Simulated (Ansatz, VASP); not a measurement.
# As: VASP beside Ansatz

```
As
1.0
     3.29400    0.00000    0.00000
    -1.64700    2.85269    0.00000
     0.00000    0.00000   28.00000
As
2
Direct
  0.33333 0.66667 0.50529
  0.66667 0.33333 0.49471
```

Alike in both runs: task single point; functional LDA; k mesh 9 × 9 × 1; occupations gaussian, width 0.02 eV; no spin polarisation.

|  | VASP | Ansatz |
| --- | --- | --- |
| version | VASP 6.6.1 | Ansatz 0.2.0 |
| potentials or method | VASP PAW LDA potentials, release 64 (As) | scalar-relativistic, plane waves, PAW |
| plane-wave cutoff (eV) | 520 | 420 |
| valence electrons in the cell | 10 | 30 |

Ansatz gave:

* gap on the k mesh at the Fermi level (eV): none
* rms of the force components (eV/Å): 3.333

Q: Estimate VASP's values.

A: gap on the k mesh at the Fermi level (eV): none; rms of the force components (eV/Å): 3.408.

Atom by atom the forces differ by 0.076 eV/Å (rms over components). A gap of «none» marks a metal or a gap that the smearing closes. The two sets of potentials don't hold the same shells in valence.
